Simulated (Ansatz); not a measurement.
# CoO under changes of volume

One of the cells (9.578 Å³/atom); the others are scaled copies at fixed shape and fractional positions:

```xyz
2
Lattice="1.5055 0.8692 2.4399 -1.5055 0.8692 2.4399 0.0000 -1.7384 2.4399" Properties=species:S:1:pos:R:3 pbc="T T T"
Co    0.0000    0.0000    0.0000
O     0.0000    0.0000    3.6599
```

The cell is a database's computed one.

- Program: Ansatz 0.2.0
- Functional: PBEsol
- Potentials or basis: Ansatz PAW
- Cutoff: 420 eV (not typed: the program's choice for these potentials)
- k mesh: 11 × 11 × 11
- Occupations: fermi-dirac, width 0.05 eV
- Spin: collinear spin, ferromagnetic start
- Starting moments: [2.0, 0.0] μB

| volume (Å³/atom) | energy over the lowest point (meV/atom) | pressure (GPa) | moment (μB per cell) |
| --- | --- | --- | --- |
| 9.003 | 0.00 | 1.5 | 2.78 |
| 9.195 | ? | ? | ? |
| 9.387 | 5.61 | -5.9 | 2.89 |
| 9.578 | 14.66 | -9.1 | 2.94 |
| 9.770 | 27.34 | -12.1 | 2.97 |
| 9.961 | 43.60 | -14.9 | 2.99 |
| 10.153 | 63.09 | -17.5 | 2.99 |

Question: What does the run at 9.195 Å³/atom give?

Answer: Energy over the lowest point 0.47 meV/atom; pressure -2.4 GPa; moment 2.84 μB per cell.

Worked out: A Birch-Murnaghan fit of order 3 (a polynomial in V^(-2/3)) to the other rows has its minimum at 9.07 Å³/atom with B0 = V·E''(V) = 179 GPa (rough, since the energies scatter) at fixed shape and positions, which overstates the stiffness. It gives 0.64 meV/atom at 9.195 Å³/atom, against the run's 0.47, and -dE/dV = -2.4 GPa, against -2.4. A parabola through the other rows of the moment, of slope 0.309 μB per Å³/atom there, gives 2.84 μB, against the run's 2.84.

Energies are extrapolated to zero smearing.

Caveats: a cell with one magnetic atom can't hold antiferromagnetic order, which such compounds often take; the PAW data sets come from PBE, with cores solved anew for the run's functional, which leaves a small shift of forces and pressure.
